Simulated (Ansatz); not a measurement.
# CO2: the cell at several levels of theory

Aim: relax CO2, database structure with PBE-D3(BJ), r2SCAN+rVV10 and PBE-D4 and see how far the functionals disagree on the cell.

Code: Ansatz 0.2.0. PAW datasets, plane waves, zero pressure. Computed at 0 K without zero-point motion; spin polarisation is off.

## (1) The structure to begin with

Space group P4_2/mnm (No. 136), tetragonal; a = 4.227 Å, c = 4.688 Å in the conventional setting, 13.96 Å³ an atom. Near C stand 2 O at 1.17 Å; near O stand 1 C at 1.17 Å.

As a file:

```cif
data_structure
_symmetry_space_group_name_H-M 'P4_2/mnm'
_symmetry_Int_Tables_number 136
_cell_length_a 4.2272
_cell_length_b 4.2272
_cell_length_c 4.6878
_cell_angle_alpha 90.000
_cell_angle_beta 90.000
_cell_angle_gamma 90.000
_cell_volume 83.77
loop_
_atom_site_label
_atom_site_type_symbol
_atom_site_symmetry_multiplicity
_atom_site_Wyckoff_symbol
_atom_site_fract_x
_atom_site_fract_y
_atom_site_fract_z
_atom_site_occupancy
C1 C 2 a 0.50000 0.50000 0.50000 1
O1 O 4 f 0.30483 0.69517 0.50000 1
```

## (2) Relaxation with PBE-D3(BJ)

input.yaml

```yaml
crystal:
  lattice:
    - [4.22721279, 0.0, 0.0]
    - [0.0, 4.22721279, 0.0]
    - [0.0, 0.0, 4.68777159]
  atoms:
    - { symbol: C, position: [0.5, 0.5, 0.5] }
    - { symbol: C, position: [0.0, 0.0, 0.0] }
    - { symbol: O, position: [0.30482686, 0.69517314, 0.5] }
    - { symbol: O, position: [0.69517314, 0.30482686, 0.5] }
    - { symbol: O, position: [0.19517314, 0.19517314, 0.0] }
    - { symbol: O, position: [0.80482686, 0.80482686, 0.0] }
kpoints:
  mp_grid: { grid: [6, 6, 6] }
hamiltonian:
  xc: pbe
  dispersion: d3bj
scf:
  occupations: { method: fermi_dirac, width: 0.02 }
relax:
  f_tol: 0.005
  cell: {}
```

Run with:

```console
$ ansatz run input.yaml --threads 4 --pin off --max-ram 5529MiB --backend cpu --events-out ev --progress --plain --runs-dir out
```

The log of the run:

```text
Warning: RAYON_NUM_THREADS=4 ignored (pool sized by the plan → 4); use --threads N
Engine: ansatz 0.2.0, aarch64-unknown-linux-gnu
Pseudopotentials: kind: paw
Pseudopotential: C, paw, valence charge 4, recommended cutoff 420 eV (normal), C.paw.azcp
Pseudopotential: O, paw, valence charge 6, recommended cutoff 420 eV (normal), O.paw.azcp
Functional definition: PBE
  parameter kappa = 0.804
  parameter beta = 0.06672455060314922
  exchange = pbe_x(kappa = kappa, mu = beta*pi^2/3)
  correlation = pbe_c(beta = beta)
Crystal: 6 atoms, lattice volume = 83.767 Å³
Basis set: ecut = 420 eV, 1643 PW (Γ), exchange–correlation on 60×60×64 points (8 copies of the dense FFT grid, shifted against one another)
Bands: 22, of which v1, the nominal top of the filled ones, is band 16 counted from 1 (15 counted from 0)
Symmetry: 16 space group operations
Space group: P42/mnm (ITA 136), of the structure as read, at distance tolerance 4.4e-5 Å
k-points: 40 of 216
Non-local potential: C, projectors of the file, l = 0: 2, l = 1: 2, l = 2: 1
Non-local potential: O, projectors of the file, l = 0: 2, l = 1: 2, l = 2: 1
PAW form: soft (Blöchl's): semilocal exchange-correlation on the pseudo side does not see the compensation charge
PAW one-centre angular grid: C, 110 points (default); XC on 64 Gauss nodes
PAW one-centre angular grid: O, 110 points (default); XC on 64 Gauss nodes
Initial density: superposition of atomic densities (neutral atoms: chi_scale 0, normalization atom), corrected by the library's trained network
Initial wavefunctions: pseudopotential atomic-orbital guess
Functional: x = pbe(κ = 0.804, μ = 0.2195149727645171), c = pbe(β = 0.06672455060314922)
SCF iter   1: F=—  HF=-2770.154374 eV  |F-HF|=—  |Δ(HF+E_count)|=         —  Δρ=6.06e-3  dr2=1.73e-2  ethr=1.77e-3  ⟨swp⟩=6.1  Hψ=4245  notcnv=0
preconditioner: auto → Resta (q_TF=auto, 2.324 Å⁻¹)  ε∞=3.1  [insulator: Δε(μ)=6.557 eV  Ē_g=16.003 eV  σ=0.020 eV  W_gap=1.00  n_scr=18 (ndim 8)  ℏωp=23.0 eV  f_vac=0.150  D(μ)=0.00/eV (n_scr^D=0)  ε∞_Penn≈3.1]
SCF iter   2: F=—  HF=-2770.153952 eV  |F-HF|=—  |Δ(HF+E_count)|=   4.21e-4  Δρ=2.25e-3  dr2=1.57e-3  ethr=5.42e-5  ⟨swp⟩=2.0  Hψ=1937  notcnv=0  defer=63
SCF iter   3: F=—  HF=-2770.154556 eV  |F-HF|=—  |Δ(HF+E_count)|=   6.03e-4  Δρ=1.11e-3  dr2=3.01e-4  ethr=4.90e-6  ⟨swp⟩=2.6  Hψ=1495  notcnv=0  defer=63
SCF iter   4: F=—  HF=-2770.155103 eV  |F-HF|=—  |Δ(HF+E_count)|=   5.47e-4  Δρ=1.96e-4  dr2=1.84e-5  ethr=9.41e-7  ⟨swp⟩=2.7  Hψ=1513  notcnv=0  defer=63
SCF iter   5: F=—  HF=-2770.155036 eV  |F-HF|=—  |Δ(HF+E_count)|=   6.76e-5  Δρ=3.00e-5  dr2=6.35e-7  ethr=5.74e-8  ⟨swp⟩=2.2  Hψ=1402  notcnv=0  defer=63
SCF iter   6: F=-2770.155036 eV  HF=-2770.155036 eV  |F-HF|=3.08e-8  |Δ(HF+E_count)|=   4.73e-7  Δρ=9.83e-6  dr2=4.24e-8  ethr=3.13e-10  ⟨swp⟩=4.5  Hψ=2975  notcnv=0
SCF 1 converged in 6 iterations: F = -2770.155036 eV  dr2 = 4.24e-8
relax step   1: F+E_penalty+E_count = -2770.15503631 eV  Δ(F+E_penalty+E_count) = +0.000e0 eV  max|allowed force component| = 1.035e-1 eV/Å  Δτ_max = 0.0000 Å  P = +1.463 GPa  Ω = 83.767 Å³  (6 SCF iters, dr2 threshold 1.00e-7 eV, accepted)
Crystal: 6 atoms, lattice volume = 89.953 Å³
Basis set: ecut = 420 eV, 1727 PW (Γ), exchange–correlation on 60×60×64 points (8 copies of the dense FFT grid, shifted against one another)
Initial density: handed on by an earlier stage of this run
Initial wavefunctions: those handed on with the density
iter 1 solved again at ethr=1.01e-4 eV; its pass at ethr=3.10e-3 eV (dr2=3.23e-2 eV) is discarded
SCF iter   1: F=—  HF=-2770.147669 eV  |F-HF|=—  |Δ(HF+E_count)|=         —  Δρ=6.98e-3  dr2=2.89e-2  ethr=1.01e-4  ⟨swp⟩=1.3  Hψ=4758  notcnv=0
preconditioner: auto → Resta (q_TF=auto, 2.297 Å⁻¹)  ε∞=2.9  [insulator: Δε(μ)=6.499 eV  Ē_g=15.900 eV  σ=0.020 eV  W_gap=1.00  n_scr=18 (ndim 8)  ℏωp=22.1 eV  f_vac=0.198  D(μ)=0.00/eV (n_scr^D=0)  ε∞_Penn≈2.9]
SCF iter   2: F=—  HF=-2770.140265 eV  |F-HF|=—  |Δ(HF+E_count)|=   7.40e-3  Δρ=3.74e-3  dr2=5.08e-3  ethr=9.02e-5  ⟨swp⟩=2.2  Hψ=1615  notcnv=0
SCF iter   3: F=—  HF=-2770.139384 eV  |F-HF|=—  |Δ(HF+E_count)|=   8.81e-4  Δρ=1.31e-3  dr2=1.30e-3  ethr=1.59e-5  ⟨swp⟩=2.1  Hψ=1670  notcnv=0
SCF iter   4: F=—  HF=-2770.139217 eV  |F-HF|=—  |Δ(HF+E_count)|=   1.68e-4  Δρ=2.77e-4  dr2=3.92e-5  ethr=4.07e-6  ⟨swp⟩=3.0  Hψ=1609  notcnv=0
SCF iter   5: F=—  HF=-2770.139392 eV  |F-HF|=—  |Δ(HF+E_count)|=   1.75e-4  Δρ=5.59e-5  dr2=1.62e-6  ethr=1.23e-7  ⟨swp⟩=2.2  Hψ=1379  notcnv=0
SCF iter   6: F=-2770.139395 eV  HF=-2770.139395 eV  |F-HF|=6.22e-8  |Δ(HF+E_count)|=   3.07e-6  Δρ=5.97e-6  dr2=3.04e-8  ethr=1.87e-9  ⟨swp⟩=4.0  Hψ=2838  notcnv=0
SCF 2 converged in 6 iterations: F = -2770.139395 eV  dr2 = 3.04e-8
relax step   2: F+E_penalty+E_count = -2770.13939502 eV  Δ(F+E_penalty+E_count) = +1.564e-2 eV  max|allowed force component| = 1.031e-1 eV/Å  Δτ_max = 0.0285 Å  P = +0.015 GPa  Ω = 89.953 Å³  energy of the carried Pulay correction = -2.830e-2 eV  (6 SCF iters, dr2 threshold 6.00e-7 eV, accepted)
Crystal: 6 atoms, lattice volume = 88.214 Å³
Basis set: ecut = 420 eV, 1695 PW (Γ), exchange–correlation on 60×60×64 points (8 copies of the dense FFT grid, shifted against one another)
iter 1 solved again at ethr=4.40e-6 eV; its pass at ethr=3.10e-3 eV (dr2=1.41e-3 eV) is discarded
SCF iter   1: F=—  HF=-2770.149902 eV  |F-HF|=—  |Δ(HF+E_count)|=         —  Δρ=1.56e-3  dr2=1.42e-3  ethr=4.40e-6  ⟨swp⟩=1.7  Hψ=4520  notcnv=0
preconditioner: auto → Resta (q_TF=auto, 2.304 Å⁻¹)  ε∞=3.0  [insulator: Δε(μ)=6.574 eV  Ē_g=15.956 eV  σ=0.020 eV  W_gap=1.00  n_scr=18 (ndim 8)  ℏωp=22.4 eV  f_vac=0.169  D(μ)=0.00/eV (n_scr^D=0)  ε∞_Penn≈3.0]
SCF iter   2: F=—  HF=-2770.149610 eV  |F-HF|=—  |Δ(HF+E_count)|=   2.91e-4  Δρ=8.64e-4  dr2=2.73e-4  ethr=4.40e-6  ⟨swp⟩=2.9  Hψ=1541  notcnv=0
SCF iter   3: F=—  HF=-2770.149658 eV  |F-HF|=—  |Δ(HF+E_count)|=   4.72e-5  Δρ=3.04e-4  dr2=7.40e-5  ethr=8.55e-7  ⟨swp⟩=2.0  Hψ=1368  notcnv=0
SCF iter   4: F=—  HF=-2770.149653 eV  |F-HF|=—  |Δ(HF+E_count)|=   4.97e-6  Δρ=6.02e-5  dr2=1.90e-6  ethr=2.31e-7  ⟨swp⟩=3.0  Hψ=1618  notcnv=0
SCF iter   5: F=-2770.149655 eV  HF=-2770.149655 eV  |F-HF|=1.43e-7  |Δ(HF+E_count)|=   2.10e-6  Δρ=1.13e-5  dr2=7.33e-8  ethr=1.87e-9  ⟨swp⟩=4.0  Hψ=2764  notcnv=0
SCF 3 converged in 5 iterations: F = -2770.149655 eV  dr2 = 7.33e-8
relax step   3: F+E_penalty+E_count = -2770.14965483 eV  Δ(F+E_penalty+E_count) = -1.026e-2 eV  max|allowed force component| = 3.136e-2 eV/Å  Δτ_max = 0.0070 Å  P = +0.136 GPa  Ω = 88.214 Å³  energy of the carried Pulay correction = -2.055e-2 eV  (5 SCF iters, dr2 threshold 6.00e-7 eV, accepted)
[... from here on, the SCF cycles and remarks between the steps are left out ...]
relax step   4: F+E_penalty+E_count = -2770.14962172 eV  Δ(F+E_penalty+E_count) = +3.311e-5 eV  max|allowed force component| = 1.056e-2 eV/Å  Δτ_max = 0.0007 Å  P = +0.050 GPa  Ω = 88.240 Å³  energy of the carried Pulay correction = -2.067e-2 eV  (4 SCF iters, dr2 threshold 1.27e-7 eV, accepted)
relax step   5: F+E_penalty+E_count = -2770.14946899 eV  Δ(F+E_penalty+E_count) = +1.527e-4 eV  max|allowed force component| = 1.651e-4 eV/Å  Δτ_max = 0.0006 Å  P = +0.002 GPa  Ω = 88.278 Å³  energy of the carried Pulay correction = -2.084e-2 eV  (4 SCF iters, dr2 threshold 1.71e-8 eV, accepted)
relax step   6: F+E_penalty+E_count = -2770.17696613 eV  Δ(F+E_penalty+E_count) = -2.750e-2 eV  max|allowed force component| = 1.516e-3 eV/Å  Δτ_max = 0.0000 Å  P = +0.496 GPa  Ω = 88.278 Å³  stress off target by 4.98e-1 GPa  SCF on the basis re-selected at this cell (its energy is not comparable with the rows above)  (6 SCF iters)
relax step   7: F+E_penalty+E_count = -2770.17142259 eV  Δ(F+E_penalty+E_count) = +5.544e-3 eV  max|allowed force component| = 5.529e-3 eV/Å  Δτ_max = 0.0096 Å  P = +0.235 GPa  Ω = 90.453 Å³  energy of the carried Pulay correction = -1.039e-2 eV  (5 SCF iters, dr2 threshold 6.00e-7 eV, accepted)
relax step   8: F+E_penalty+E_count = -2770.16387955 eV  Δ(F+E_penalty+E_count) = +7.543e-3 eV  max|allowed force component| = 3.408e-2 eV/Å  Δτ_max = 0.0087 Å  P = -0.121 GPa  Ω = 92.122 Å³  energy of the carried Pulay correction = -1.900e-2 eV  (5 SCF iters, dr2 threshold 1.61e-7 eV, accepted)
relax step   9: F+E_penalty+E_count = -2770.16367584 eV  Δ(F+E_penalty+E_count) = +2.037e-4 eV  max|allowed force component| = 3.364e-3 eV/Å  Δτ_max = 0.0007 Å  P = -0.011 GPa  Ω = 92.145 Å³  energy of the carried Pulay correction = -1.929e-2 eV  (4 SCF iters, dr2 threshold 1.07e-7 eV, accepted)
relax step  10: F+E_penalty+E_count = -2770.18483714 eV  Δ(F+E_penalty+E_count) = -2.116e-2 eV  max|allowed force component| = 4.573e-3 eV/Å  Δτ_max = 0.0000 Å  P = +0.151 GPa  Ω = 92.145 Å³  stress off target by 1.52e-1 GPa  SCF on the basis re-selected at this cell (its energy is not comparable with the rows above)  (6 SCF iters)
relax step  11: F+E_penalty+E_count = -2770.18006048 eV  Δ(F+E_penalty+E_count) = +4.777e-3 eV  max|allowed force component| = 1.156e-3 eV/Å  Δτ_max = 0.0063 Å  P = +0.068 GPa  Ω = 93.423 Å³  energy of the carried Pulay correction = -5.718e-3 eV  (5 SCF iters, dr2 threshold 5.76e-8 eV, accepted)
relax step  12: F+E_penalty+E_count = -2770.17643197 eV  Δ(F+E_penalty+E_count) = +3.629e-3 eV  max|allowed force component| = 7.421e-3 eV/Å  Δτ_max = 0.0038 Å  P = -0.024 GPa  Ω = 94.204 Å³  energy of the carried Pulay correction = -9.500e-3 eV  (6 SCF iters, dr2 threshold 1.28e-8 eV, accepted)
relax step  13: F+E_penalty+E_count = -2770.17622228 eV  Δ(F+E_penalty+E_count) = +2.097e-4 eV  max|allowed force component| = 2.108e-4 eV/Å  Δτ_max = 0.0002 Å  P = +0.000 GPa  Ω = 94.235 Å³  energy of the carried Pulay correction = -9.717e-3 eV  (5 SCF iters, dr2 threshold 3.44e-9 eV, accepted)
Basis set: ecut = 420 eV, 1849 PW (Γ), exchange–correlation on 60×60×72 points (8 copies of the dense FFT grid, shifted against one another)
iter 1 solved again at ethr=8.46e-8 eV; its pass at ethr=3.10e-3 eV (dr2=2.71e-5 eV) is discarded
SCF iter   1: F=—  HF=-2770.185671 eV  |F-HF|=—  |Δ(HF+E_count)|=         —  Δρ=2.22e-4  dr2=5.84e-6  ethr=8.46e-8  ⟨swp⟩=3.2  Hψ=6914  notcnv=0
preconditioner: auto → Resta (q_TF=auto, 2.279 Å⁻¹)  ε∞=2.9  [insulator: Δε(μ)=6.547 eV  Ē_g=15.862 eV  σ=0.020 eV  W_gap=1.00  n_scr=18 (ndim 8)  ℏωp=21.6 eV  f_vac=0.212  D(μ)=0.00/eV (n_scr^D=0)  ε∞_Penn≈2.9]
SCF iter   2: F=—  HF=-2770.186159 eV  |F-HF|=—  |Δ(HF+E_count)|=   4.88e-4  Δρ=1.06e-4  dr2=1.43e-6  ethr=1.82e-8  ⟨swp⟩=2.0  Hψ=1360  notcnv=0
SCF iter   3: F=—  HF=-2770.186272 eV  |F-HF|=—  |Δ(HF+E_count)|=   1.13e-4  Δρ=3.26e-5  dr2=3.35e-7  ethr=4.46e-9  ⟨swp⟩=3.0  Hψ=1774  notcnv=0
SCF iter   4: F=—  HF=-2770.186277 eV  |F-HF|=—  |Δ(HF+E_count)|=   5.71e-6  Δρ=5.82e-6  dr2=9.39e-9  ethr=1.05e-9  ⟨swp⟩=2.0  Hψ=1412  notcnv=0
SCF iter   5: F=—  HF=-2770.186278 eV  |F-HF|=—  |Δ(HF+E_count)|=   1.29e-7  Δρ=4.66e-7  dr2=8.31e-11  ethr=2.94e-11  ⟨swp⟩=2.0  Hψ=1379  notcnv=0
SCF iter   6: F=-2770.186278 eV  HF=-2770.186278 eV  |F-HF|=1.36e-11  |Δ(HF+E_count)|=  8.29e-10  Δρ=8.26e-8  dr2=5.81e-12  ethr=1.00e-12  ⟨swp⟩=4.3  Hψ=2815  notcnv=0
SCF 14 converged in 6 iterations: F = -2770.186278 eV  dr2 = 5.81e-12
relax step  14: F+E_penalty+E_count = -2770.18627762 eV  Δ(F+E_penalty+E_count) = -1.006e-2 eV  max|allowed force component| = 2.609e-4 eV/Å  Δτ_max = 0.0000 Å  P = +0.028 GPa  Ω = 94.235 Å³  stress off target by 3.59e-2 GPa  SCF on the basis re-selected at this cell (its energy is not comparable with the rows above)  (6 SCF iters)
basis re-selected at this cell: Δ(F+E_penalty+E_count) = -1.006e-2 eV, ΔP = +0.027 GPa vs the last step (what re-selecting the basis moved, of the pressure what is left beyond the Pulay correction that the steps carried, after the strain that the cell walked since its last selection, with what the two solves' SCF thresholds leave and, on support functions, any second-order correction that the steps lacked; it is no measure of the basis error at this ecutwfc). The dense FFT grid was sized anew with the basis: this SCF ran on 30×30×36 points, the steps before it on 30×30×32, so part of this shift can come from that change (see relax.cell in the input reference). This SCF's stress stands 3.59e-2 GPa from its target on what of the cell is left free (relax.cell.stress_tol is 5.00e-2 GPa) and its largest allowed force component is 2.61e-4 eV/Å (relax.f_tol is 5.00e-3 eV/Å): within both
SCF converged after 6 iterations
Free energy (F): -2770.186278 eV
Harris-Foulkes:  -2770.186278 eV  (|F-HF|=1.36e-11)
Internal energy: -2770.186278 eV  (E = F + TS)
E sigma→0 (E₀):  -2770.186278 eV
Fermi energy:    0.869099 eV
--- Per-component energies (eV) ---
  E_band       = -309.343467
  E_kinetic    = 870.238641
  E_local      = -2471.233883  (includes V_loc(G=0)·N_el)
  E_nonlocal   = 249.929062
  E_hartree    = 841.542007
  E_xc         = -382.870287
  E_vxc        = -483.860147  (∫ρ·V_xc dr)
  E_paw        = -831.689380  (= ΣΔE_a)
  E_vpaw       = -157.510994  (= ΣTr[D̂ρ^β])
  E_aug_tail   = 0.009886  (compensation charges beyond the density's cutoff)
  E_ewald      = -1045.723841
  E_disp       = -0.388482  (pairwise vdW)
  E_smearing   = -0.000000  (= −TS)
  E_closure    = 0.000000  (closes the sum)
  Σ components = -2770.186278   (vs F -2770.186278, Δ=0.00e0)
--- Forces (eV/Å), atoms counted from 1 ---
  atom   1  C     -0.00000000     0.00000000     0.00000000
  atom   2  C      0.00000000     0.00000000     0.00000000
  atom   3  O      0.00026089    -0.00026089     0.00000000
  atom   4  O     -0.00026089     0.00026089    -0.00000000
  atom   5  O     -0.00026089    -0.00026089     0.00000000
  atom   6  O      0.00026089     0.00026089    -0.00000000
  max |Σ_I F_I| component: 1.73e-17 eV/Å
--- Stress (GPa, compression-positive) ---
        0.035851      -0.000000      -0.000000
       -0.000000       0.035851       0.000000
       -0.000000       0.000000       0.011126
  P = ⅓ Tr σ = 0.0276 GPa (0.276 kbar)
--- Relaxed structure (11 steps of the walk, 11 accepted, 3 SCFs on fresh bases) ---
  F+E_penalty+E_count = -2770.18627762 eV   max|allowed force component| = 2.609e-4 eV/Å   (the final SCF, on the basis selected at the relaxed cell)
  cell:  # Å, volume = 94.2349 Å³
    - [4.426692456821203, 5.0238130787763207e-33, -3.174773911708665e-33]
    - [3.5352758702500036e-33, 4.426692456821203, 2.465389751621713e-33]
    - [-3.727010823836466e-33, 2.7339962784152678e-33, 4.8089819818645285]
  atoms:
    - { symbol: C, position: [0.49999999999999994, 0.49999999999999994, 0.49999999999999994] }
    - { symbol: C, position: [4.1891989742797937e-19, 2.7785503400835353e-19, 9.809904238989724e-34] }
    - { symbol: O, position: [0.3132524933130177, 0.686747506686982, 0.49999999999999994] }
    - { symbol: O, position: [0.686747506686982, 0.3132524933130177, 0.49999999999999994] }
    - { symbol: O, position: [0.1867475066869823, 0.1867475066869823, 2.2376649926552536e-33] }
    - { symbol: O, position: [0.8132524933130181, 0.8132524933130181, -2.195943209195354e-35] }
```

It took 14 s on 4 threads of Arm Neoverse V1, shared host; peak memory 0.4 GiB.

Ionic steps:

```csv
step,energy change (meV/atom),largest force (eV/Å),pressure (GPa),volume (Å³/atom)
1,0.0,0.1035,1.46,13.961
2,2.6,0.1031,0.02,14.992
3,0.9,0.0314,0.14,14.702
4,0.9,0.0106,0.05,14.707
5,0.9,0.0002,0.00,14.713
6,-3.7,0.0015,0.50,14.713
7,-2.7,0.0055,0.24,15.075
8,-1.5,0.0341,-0.12,15.354
9,-1.4,0.0034,-0.01,15.357
10,-5.0,0.0046,0.15,15.357
11,-4.2,0.0012,0.07,15.571
12,-3.6,0.0074,-0.02,15.701
13,-3.5,0.0002,0.00,15.706
14,-5.2,0.0003,0.03,15.706
```

Steps 6, 10, 14 solve the same cell on a plane-wave basis chosen anew, so the energy can jump there without a move.

The table lists every geometry solved, with passes on a fresh basis, whose energies don't compare exactly with the rows above.

|  | before | after | change |
| --- | --- | --- | --- |
| a (Å) | 4.227 | 4.427 | +4.72 % |
| c (Å) | 4.688 | 4.809 | +2.59 % |
| volume (Å³/atom) | 13.961 | 15.706 | +12.50 % |
| shortest distance (Å) | 1.167 | 1.169 | +0.20 % |
| space group | P4_2/mnm | P4_2/mnm | same |

[end of part 1 of 2]
